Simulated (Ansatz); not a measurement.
# CdF2 (Fm-3m): phonons and vibrational spectra, part 3 of 3

Aim: the vibrations of CdF2 (Fm-3m), their spectra, and whether the structure is stable.

Ansatz 0.2.0; DFT LDA, scalar-relativistic, plane waves, PAW.

So far. Step 3 (Tight relaxation): The forces vanish by symmetry and the pressure is -0.002 GPa, within the tolerances set. The cell now holds 12.39 Å³/atom. Step 4 (Modes at Γ): Before it was imposed, the acoustic sum rule was missed by 5.0e-5 eV/Å² and the charge sum rule by 2.7e-5 e. Small misses are needed for a sound result but don't prove that mesh and cutoff are converged. The lowest optical mode is real, 237 cm⁻¹. The relaxed cell has a = 5.297 Å (conventional setting).

**5. The dispersion**

Stability and thermal properties need the whole zone. Linear response on a 4×4×4 q mesh gives force constants as far as a supercell of that size would, and the tensors from the zone-centre run are typed in so that the long-range dipole term is interpolated apart.

input.yaml

```yaml
crystal:
  lattice:
    - [0.0, 2.6487099343, 2.6487099343]
    - [2.6487099343, 0.0, 2.6487099343]
    - [2.6487099343, 2.6487099343, 0.0]
  atoms:
    - { symbol: Cd, position: [0.0, 0.0, 0.0] }
    - { symbol: F, position: [0.25, 0.25, 0.25] }
    - { symbol: F, position: [0.75, 0.75, 0.75] }
kpoints:
  mp_grid: { grid: [8, 8, 8] }
hamiltonian:
  xc: lda
scf:
  occupations: { method: fixed }
output:
  eigenvalues: true
phonons:
  method: dfpt
  qmesh: [4, 4, 4]
  temperatures: { t_max: 1000, t_step: 50 }
  qpath:
    path:
      - [[0.0, 0.0, 0.0], [0.5, 0.0, 0.5], [0.625, 0.25, 0.625]]
      - [[0.375, 0.375, 0.75], [0.0, 0.0, 0.0], [0.5, 0.5, 0.5], [0.5, 0.25, 0.75], [0.5, 0.0, 0.5]]
    npoints: 10
  non_analytic_term:
    high_frequency_dielectric_tensor: [[2.9341, 0.0, 0.0], [0.0, 2.9341, 0.0], [0.0, 0.0, 2.9341]]
    born_effective_charges:
      - { species: Cd, tensor: [[2.4586, 0.0, 0.0], [0.0, 2.4586, 0.0], [0.0, 0.0, 2.4586]] }
      - { species: F, tensor: [[-1.2293, 0.0, 0.0], [0.0, -1.2293, 0.0], [0.0, 0.0, -1.2293]] }
      - { species: F, tensor: [[-1.2293, 0.0, 0.0], [0.0, -1.2293, 0.0], [0.0, 0.0, -1.2293]] }
    source: "zone-centre run at this cell"
```

On the command line:

```
> ansatz run input.yaml --threads 4 --pin off --max-ram 7168MiB --backend cpu --events-out ev --progress --plain --runs-dir out
```

Numbers of over 12 decimals in the logs are rounded to 6 here.

Log:

```text
Warning: phonons: the dynamical matrix that this run interpolates holds no multipole term above the dipole-dipole one, and a site of this crystal is no centre of inversion, so its interpolated transverse optical and acoustic branches and sound speeds can stay off near Gamma, and the density of states and the thermodynamics with them. What a run solves at a wave vector of phonons.qpoints, Gamma apart, where the deck admits one, is free of this, and under fd what a larger phonons.supercell samples
[...]
Crystal: 3 atoms, lattice volume = 37.165 Å³
Basis set: ecut = 420 eV, 725 PW (Γ), exchange–correlation on 54×54×54 points (8 copies of the dense FFT grid, shifted against one another)
Bands: 21, of which v1, the nominal top of the filled ones, is band 17 counted from 1 (16 counted from 0)
Symmetry: 48 space group operations
k-points: 29 of 512
[...]
SCF iter   1: F=—  HF=-9706.395907 eV  |F-HF|=—  |Δ(HF+E_count)|=         —  Δρ=2.36e-2  dr2=1.45e-1  ethr=1.77e-3  ⟨swp⟩=4.1  Hψ=2173  notcnv=0  defer=39
[...]
SCF iter   7: F=-9706.351559 eV  HF=-9706.351559 eV  |F-HF|=0.00e0  |Δ(HF+E_count)|=  3.29e-10  Δρ=2.19e-7  dr2=7.94e-12  ethr=1.00e-12  ⟨swp⟩=5.4  Hψ=3456  notcnv=0
SCF 1 converged in 7 iterations: F = -9706.351559 eV  dr2 = 7.94e-12
[...]
NSCF: frozen V_eff on 29 k-points
[...]
DFPT response loops at q = (0, 0, 0) (fractional): preconditioner auto → none (the input reference at scf.mixing.eps_inf says where Resta's filter doesn't serve); β = 0.50; Broyden in place of MSR1
[...]
SCF converged after 7 iterations
Free energy (F): -9706.351559 eV
[...]
Internal energy: -9706.351559 eV  (E = F + TS)
E sigma→0 (E₀):  -9706.351559 eV
Fermi energy:    6.809697 eV
[...]
--- Band table (eV; the first three rows and the last of 29) ---
  k-point 0: bands = [... 13 lower, 5.6546, 6.4038, 6.4038, 6.4038, 9.8021, 19.3470, 19.3470, 19.3470]
  k-point 1: bands = [... 13 lower, 5.5612, 6.2497, 6.3949, 6.3949, 10.4165, 18.6201, 19.6036, 19.6036]
  k-point 2: bands = [... 13 lower, 5.2695, 5.6410, 6.4087, 6.4087, 11.7833, 17.4427, 20.2719, 20.2719]
  k-point 28: bands = [... 13 lower, 5.1451, 5.1451, 6.0643, 6.8097, 15.0468, 18.0058, 18.5627, 18.5627]
--- Phonons (Γ-DFPT): 2 representative perturbations + reference (Σ response iterations 8) ---
  ASR residual: 5.124e-5 → 0.000e0 eV/Å²; symmetrization residual: 6.452e-7 eV/Å²
  ASR residual per site (eV/Å²): 5.12e-5 4.87e-5 4.87e-5
  Γ frequencies (cm⁻¹): 0.00 0.00 0.00 236.95 236.95 236.95 318.77 318.77 318.77
--- Phonons (arbitrary-q DFPT): 8 irreducible q on the 4×4×4 mesh ---
  q = [0.0000, 0.0000, 0.0000] (star 1, of the zone-centre solve; hermiticity 2.20e-7, symmetrization 1.97e-12): -0.00 -0.00 0.00 236.95 236.95 236.95 318.77 318.77 318.77
  q = [0.0000, 0.0000, 0.2500] (star 8, 2 solved perturbations on 288 of 512 k-point pairs; hermiticity 7.39e-7, symmetrization 1.26e-12): 63.95 63.95 124.99 248.47 248.47 311.49 311.49 312.75 378.62
[...]
q = [0.0000, 0.2500, 0.2500] (star 6, 4 solved perturbations in 528 linear systems a pass and spin channel, the states on 164 of 512 k-point pairs; hermiticity 3.22e-7, symmetrization 3.98e-13): 61.42 61.42 149.30 204.29 204.29 246.37 345.27 345.27 400.13
[...]
sum rule: each row above includes the acoustic sum rule's correction from the zone centre's row sums; it moved no ω² by more than (0.83 cm⁻¹)²
  mesh force constants: q→R imaginary residual 3.81e-18; ASR residual 5.124e-5 → 0.000e0 eV/Å²; symmetrization residual 8.882e-15 eV/Å²
  interpolated dispersion: 63 rows × 9 modes
  density of states and harmonic sums: on the 20×20×20 q-mesh, interpolated from the force constants of a 4×4×4 supercell (with the dipole–dipole term of supplied tensors)
  largest difference from the sums on the solved wave vectors: F 1.22e-2 eV, S 1.62e-5 and C_V 3.99e-6 eV/K
  zero-point energy: 0.129157 eV/cell   skipped modes (ω ≤ 0): 3   left out of the sums: 4.17e-5 of the cell's modes: C_V's classical limit lies that fraction below 3 k_B per atom; for a crystal, a wire or a layer, F and S can be off by more, and a phonons.interpolated_qmesh denser along its periods is the remedy for the sampling
```

It took 2.1 min on 4 threads of Arm Neoverse V1, shared host; peak memory 1.1 GiB.

This step gave:

```
sum-rule residual before enforcement                    : 5.12e-5 eV/Å²
lowest frequency on the path                            : 0 cm⁻¹
highest frequency on the path or at a solved wavevector : 413.6 cm⁻¹
mean frequency                                          : 231.5 cm⁻¹
Debye temperature (second moment)                       : 472 K
logarithmic mean frequency                              : 204 cm⁻¹
lowest mode on the q mesh (acoustic modes at Γ apart)   : 61.42 cm⁻¹
zero-point energy per atom                              : 43.05 meV
heat capacity at 300 K                                  : 22.19 J/(mol atoms K)
vibrational entropy at 300 K                            : 26.95 J/(mol atoms K)
```

Frequencies (cm⁻¹) solved at each irreducible wavevector; negative means imaginary. Frequencies by wavevector, by row:

| q in reciprocal lattice units | star | mode 1 | mode 2 | mode 3 | mode 4 | mode 5 | mode 6 | mode 7 | mode 8 | mode 9 |
| --- | --- | --- | --- | --- | --- | --- | --- | --- | --- | --- |
| 0 0 0 | 1 | 0 | 0 | 0 | 236.9 | 236.9 | 236.9 | 318.8 | 318.8 | 318.8 |
| 0 0 0.25 | 8 | 64 | 64 | 125 | 248.5 | 248.5 | 311.5 | 311.5 | 312.8 | 378.6 |
| 0 0 -0.5 | 4 | 88.3 | 88.3 | 186.8 | 266.2 | 266.2 | 298.7 | 298.7 | 307.1 | 361.2 |
| 0 0.25 0.25 | 6 | 61.4 | 61.4 | 149.3 | 204.3 | 204.3 | 246.4 | 345.3 | 345.3 | 400.1 |
| 0 0.25 -0.5 | 24 | 96.2 | 121.7 | 171.3 | 186.1 | 203.1 | 229.7 | 344.6 | 349.2 | 397.6 |
| 0 0.25 -0.25 | 12 | 91.1 | 102.7 | 161.2 | 183.1 | 253.8 | 287.4 | 307.7 | 337.5 | 389.4 |
| 0 -0.5 -0.5 | 3 | 110.8 | 110.8 | 117.1 | 156 | 156 | 199.4 | 365.9 | 365.9 | 413.6 |
| 0.25 -0.5 -0.25 | 6 | 114.8 | 137 | 139.2 | 158 | 158 | 292.2 | 292.2 | 376.7 | 404.2 |

Interpolated from a 4×4×4 q mesh, with the LO-TO term (at Γ the limit along the path; where Γ stands inside the path, tables give the limit on arrival). The phonon branches at the labelled points (cm⁻¹):

| point | branch 1 | branch 2 | branch 3 | branch 4 | branch 5 | branch 6 | branch 7 | branch 8 | branch 9 |
| --- | --- | --- | --- | --- | --- | --- | --- | --- | --- |
| Γ | 0 | 0 | 0 | 237 | 237 | 319 | 319 | 319 | 390 |
| halfway | 61 | 61 | 149 | 204 | 204 | 246 | 345 | 345 | 400 |
| X | 111 | 111 | 117 | 156 | 156 | 199 | 366 | 366 | 414 |
| halfway | 109 | 120 | 120 | 166 | 176 | 194 | 362 | 363 | 412 |
| U | 105 | 127 | 141 | 179 | 191 | 217 | 350 | 356 | 406 |
| jump to K | 105 | 127 | 141 | 179 | 191 | 217 | 350 | 356 | 406 |
| halfway | 74 | 79 | 143 | 201 | 281 | 281 | 307 | 332 | 385 |
| Γ | 0 | 0 | 0 | 237 | 237 | 319 | 319 | 319 | 390 |
| halfway | 64 | 64 | 125 | 248 | 248 | 312 | 312 | 313 | 379 |
| L | 88 | 88 | 187 | 266 | 266 | 299 | 299 | 307 | 361 |
| halfway | 98 | 124 | 171 | 197 | 202 | 294 | 297 | 354 | 390 |
| W | 115 | 137 | 139 | 158 | 158 | 292 | 292 | 377 | 404 |
| halfway | 113 | 123 | 126 | 152 | 187 | 210 | 347 | 371 | 410 |
| X | 111 | 111 | 117 | 156 | 156 | 199 | 366 | 366 | 414 |

The phonon branches as a text plot (rows in cm⁻¹):

```
    405 |    ***************                            *********
    388 |****               ****************         ***
    371 |         ******                    ***** ***  **********
    353 |      ***     *****                     *    *       *
    336 |   ***            *******                  **      **
    319 |***                 **  *************    **
    302 |  *                   *****         ************  *
    284 |   *                ** *                       ****
    267 |    **             *  * *             ****
    250 |      *           * **   ***      ****    *        *
    233 |***                *       *******         *        *
    215 |   *** *        ***     ***                 *
    198 |      ** ******* *    **                     *       ***
    181 |        *     **** ***                ******* **   **
    164 |       * ******   *****              *       ******   **
    146 |      *  **      **    *            *          *******
    129 |    **     *   *****    *          *         **  *****
    112 |           *******  **                     **  *********
     95 |   *    ***       *****  **       *    ********
     78 |       *               *         *  ***
     60 |  *   *                 ****    * **
     43 | * ***                   ***     *
     26 |  *                        **  **
      9 |**                          ****
         Γ           X  U|K            Γ         L        W     X
```

The phonon density of states has structure finer than the step of the table below, so its rows give means over 20 cm⁻¹, whole bins alone (the curve runs from 2.5 to 412 cm⁻¹). Peaks (cm⁻¹: height): 92.5: 0.0428, 132.5: 0.0254, 172.5: 0.0483, 287.5: 0.0223, 322.5: 0.0330, 387.5: 0.0354.

Tetrahedra on a 20×20×20 mesh, mean over bins of 5 cm-1. Interpolated from a 4×4×4 q mesh. Phonon density of states against wavenumber; means over each step:

| wavenumber (cm⁻¹) | phonon density of states (1/cm⁻¹/cell) |
| --- | --- |
| 20 | 9.9e-4 |
| 40 | 0.00377 |
| 60 | 0.00897 |
| 80 | 0.0231 |
| 100 | 0.0398 |
| 120 | 0.0233 |
| 140 | 0.0170 |
| 160 | 0.0323 |
| 180 | 0.0388 |
| 200 | 0.0239 |
| 220 | 0.0221 |
| 240 | 0.0213 |
| 260 | 0.0188 |
| 280 | 0.0170 |
| 300 | 0.0201 |
| 320 | 0.0300 |
| 340 | 0.0304 |
| 360 | 0.0262 |
| 380 | 0.0214 |
| 400 | 0.0283 |

The partial phonon density of states has structure finer than the step of the table below, so its rows give means over 20 cm⁻¹, whole bins alone (the curve runs from -10 to 436 cm⁻¹). Peaks (cm⁻¹: height): Cd 96.5: 0.0375, 172.2: 0.0297; F 130.2: 0.0118, 233.9: 0.0215, 323.6: 0.0331, 399.2: 0.0307.

Phonopy on the run's constants, 19x19x19 mesh, Gaussian sigma 3.2 cm-1. Interpolated from a 4×4×4 q mesh. The partial phonon density of states by wavenumber; means over each step; values in 1/cm⁻¹/cell:

| wavenumber (cm⁻¹) | Cd | F |
| --- | --- | --- |
| 0 | 4.1e-5 | 1.4e-5 |
| 20 | 8.1e-4 | 2.6e-4 |
| 40 | 0.00288 | 8.7e-4 |
| 60 | 0.00705 | 0.00187 |
| 80 | 0.0196 | 0.00366 |
| 100 | 0.0350 | 0.00455 |
| 120 | 0.0168 | 0.00638 |
| 140 | 0.00924 | 0.00820 |
| 160 | 0.0191 | 0.0127 |
| 180 | 0.0229 | 0.0166 |
| 200 | 0.00510 | 0.0183 |
| 220 | 0.00227 | 0.0196 |
| 240 | 0.00174 | 0.0194 |
| 260 | 9.6e-4 | 0.0181 |
| 280 | 6.9e-4 | 0.0152 |
| 300 | 8.4e-4 | 0.0205 |
| 320 | 7.5e-4 | 0.0289 |
| 340 | 7.3e-4 | 0.0297 |
| 360 | 7.4e-4 | 0.0257 |
| 380 | 0.00156 | 0.0201 |
| 400 | 0.00107 | 0.0271 |
| 420 | 1.9e-5 | 0.00241 |

Harmonic thermodynamic functions per atom, from the density of states. Interpolated from a 4×4×4 q mesh. Thermodynamic functions, by row:

| T (K) | F_vib (meV/atom) | S (J/mol-atom/K) | C_V (J/mol-atom/K) |
| --- | --- | --- | --- |
| 0 | 43.05 | 0 | 0 |
| 50 | 42.75 | 2.03 | 4.52 |
| 100 | 40.35 | 7.474 | 11.74 |
| 200 | 26.72 | 18.45 | 19.48 |
| 300 | 2.99 | 26.95 | 22.19 |
| 400 | -28.48 | 33.51 | 23.32 |
| 500 | -66.03 | 38.78 | 23.88 |
| 600 | -108.6 | 43.16 | 24.19 |
| 700 | -155.3 | 46.91 | 24.39 |
| 800 | -205.6 | 50.17 | 24.52 |
| 900 | -259.2 | 53.07 | 24.6 |
| 1000 | -315.5 | 55.66 | 24.67 |

Harmonic mean-square displacement, third of the trace. Interpolated from a 4×4×4 q mesh. Mean square displacements, by row:

| T (K) | Cd1 U_eq (Å²) | F2 U_eq (Å²) | F3 U_eq (Å²) |
| --- | --- | --- | --- |
| 0 | 0.00134 | 0.00375 | 0.00375 |
| 100 | 0.00249 | 0.0048 | 0.0048 |
| 300 | 0.00658 | 0.00996 | 0.00996 |
| 600 | 0.01297 | 0.01889 | 0.01889 |

Symmetry leaves 8 wavevectors to solve. The lowest mode among them, the acoustic zeros apart, lies at q = (0, 0.25, 0.25) and is real, 61.4 cm⁻¹.

**6. Isotope substitution**

An isotope changes the mass and not the force constants, so no new electronic calculation is needed; the shifts show which modes move this element.

The same force constants with the mass of Cd changed from 112.414 to 115.905 u (phonopy, no LO-TO term). Both lists are sorted by frequency; levels can cross, so a row need not hold one and the same mode. Modes under 3 cm⁻¹ are left out. Isotope shifts, by row:

| q | rank | natural mass (cm⁻¹) | changed mass (cm⁻¹) |
| --- | --- | --- | --- |
| 0 0 0 | 4 | 236.9 | 236 |
| 0 0 0 | 5 | 236.9 | 236 |
| 0 0 0 | 6 | 236.9 | 236 |
| 0 0 0 | 7 | 318.8 | 318.8 |
| 0 0 0 | 8 | 318.8 | 318.8 |
| 0 0 0 | 9 | 318.8 | 318.8 |
| 0 0 0.25 | 1 | 63.95 | 63.14 |
| 0 0 0.25 | 2 | 63.95 | 63.14 |
| 0 0 0.25 | 3 | 125 | 123.4 |
| 0 0 0.25 | 4 | 248.5 | 247.9 |
| 0 0 0.25 | 5 | 248.5 | 247.9 |
| 0 0 0.25 | 6 | 311.5 | 311.4 |
| 0 0 0.25 | 7 | 311.5 | 311.4 |
| 0 0 0.25 | 8 | 312.8 | 312.7 |
| 0 0 0.25 | 9 | 378.6 | 377.7 |
| 0 0 -0.5 | 1 | 88.32 | 87.1 |
| 0 0 -0.5 | 2 | 88.32 | 87.1 |
| 0 0 -0.5 | 3 | 186.8 | 184 |
| 0 0 -0.5 | 4 | 266.2 | 266.2 |
| 0 0 -0.5 | 5 | 266.2 | 266.2 |
| 0 0 -0.5 | 6 | 298.7 | 298.3 |
| 0 0 -0.5 | 7 | 298.7 | 298.3 |
| 0 0 -0.5 | 8 | 307.1 | 307.1 |
| 0 0 -0.5 | 9 | 361.2 | 361.2 |
| 0 0.25 0.25 | 1 | 61.42 | 60.72 |
| 0 0.25 0.25 | 2 | 61.42 | 60.72 |
| 0 0.25 0.25 | 3 | 149.3 | 147.3 |
| 0 0.25 0.25 | 4 | 204.3 | 203.6 |
| 0 0.25 0.25 | 5 | 204.3 | 203.6 |
| 0 0.25 0.25 | 6 | 246.4 | 246.4 |
| 0 0.25 0.25 | 7 | 345.3 | 345.1 |
| 0 0.25 0.25 | 8 | 345.3 | 345.1 |
| 0 0.25 0.25 | 9 | 400.1 | 399.4 |

A mode of this element alone would shift by -1.52 %. The highest zone-centre frequency without the field goes from 318.8 to 318.8 cm⁻¹ (+0.0 %). The product of the frequency ratios over all optical modes at Γ is 0.989; the product rule, (m/m′)^(3k/2) (M′/M)^(3/2) with k = 1 such atoms and M the mass of the cell, gives 0.989.

**7. Results**

```
space group after relaxation (within 0.01 Å)            : Fm-3m
volume per atom                                         : 12.4 Å³
gap on the k-mesh                                       : 2.99 eV
highest optical mode at the zone centre (no LO-TO term) : 319 cm⁻¹
top of the zone-centre spectrum with the field          : 390 cm⁻¹
lowest optical zone-centre mode                         : 237 cm⁻¹
mean high-frequency dielectric constant                 : 2.93
mean static dielectric constant                         : 7.95
largest Born charge (third of the trace)                : 2.46 e
lowest mode on the q mesh (acoustic modes at Γ apart)   : 61.4 cm⁻¹
highest frequency on the path or at a solved wavevector : 414 cm⁻¹
zero-point energy per atom                              : 43.0 meV
heat capacity at 300 K                                  : 22.2 J/(mol atoms K)
vibrational entropy at 300 K                            : 27.0 J/(mol atoms K)
Debye temperature (second moment)                       : 472 K
imaginary modes on the 4×4×4 q mesh                     : none
```

**Reading.** The structure is a minimum as far as tested: no mode is imaginary at the 8 irreducible wavevectors of the 4×4×4 mesh, and the softest away from the acoustic zeros lies at 61 cm⁻¹. Without the field, the optical modes at Γ span 237 to 319 cm⁻¹. The highest mode in this list at Γ, 318.8 cm⁻¹, is mostly motion of F (100 % of the kinetic energy). With the macroscopic field of the longitudinal modes the top of the zone-centre spectrum lies at 390 cm⁻¹, against 319 cm⁻¹ without it. Lattice motion raises the mean dielectric constant from 2.934 to 7.954. The strongest infrared line is at 237 cm⁻¹. Averaged over orientations, the strongest Raman line at 532 nm and 300 K is at 319 cm⁻¹. The program warns that the interpolation holds no quadrupole term, so branches close to Γ can be off in this crystal. These are harmonic frequencies at zero temperature: anharmonic shifts, linewidths and thermal expansion are left out.

[Logs are printed without paths, hosts, clocks, repeated set-up lines and the standing remarks that a program may print on its own settings, such as how far it seeks lower states.]

[Hosts, paths, dates, database ids (printed as entryN), source tags and the programs' standing remarks are cut or masked in the printed files.]
